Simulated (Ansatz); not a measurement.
Reactions of C$_{2}$H$_{4}$AlFS, SMILES `FC=C[S][AlH2]`.

Isolated molecules relaxed with PBE0-D4/def2-TZVP in Ansatz; ΔE leaves out vibrations. CBS: MP2 limit from def2 TZ/QZ plus the TZ coupled-cluster correction, frozen cores. This one scheme is used for every species. Double bonds are as drawn, so ΔE can hold a change between cis and trans. For Ga outer-core shells are correlated without core-valence functions, which leaves a few kJ/mol of doubt a bond. Scalar relativity is left out up to krypton. One conformer a species, not always the lowest.

Q: Order these by ΔE at CCSD(T)/CBS, lowest first. (An estimate is asked.)
A. `F/C=C/[S][AlH2]` + `[CH3][AlH][SiH3]` → `[CH3][AlH][SiH2][AlH2]` + `F/C=C\S`
B. `F/C=C/[S][AlH2]` + H–F → `F/C=C/F` + `[AlH2][SH]`
C. `F/C=C/[S][AlH2]` + `[AlH3]` → `F/C=[CH]/[AlH2]` + `[AlH2][SH]`
D. `F/C=C/[S][AlH2]` + `NB(O)F` → `OB(F)[NH][AlH2]` + `F/C=C\S`
E. `F/C=C/[S][AlH2]` + `CC(C)(C)O` → `CC(C)(C)[O][AlH2]` + `F/C=C\S`
F. `F/C=C/[S][AlH2]` + `[OH][AlH2]` → `[AlH2][O][AlH2]` + `F/C=C\S`
G. `F/C=C/[S][AlH2]` + `[OH][GaH2]` → `[AlH2][O][GaH2]` + `F/C=C\S`

A: C (-88.4 kJ/mol), F (-57.2 kJ/mol), G (-47.5 kJ/mol), E (-31.9 kJ/mol), D (+1.6 kJ/mol), B (+48.5 kJ/mol), A (+84.8 kJ/mol).

Largest T1 diagnostic: 0.015, for `[OH][GaH2]`.
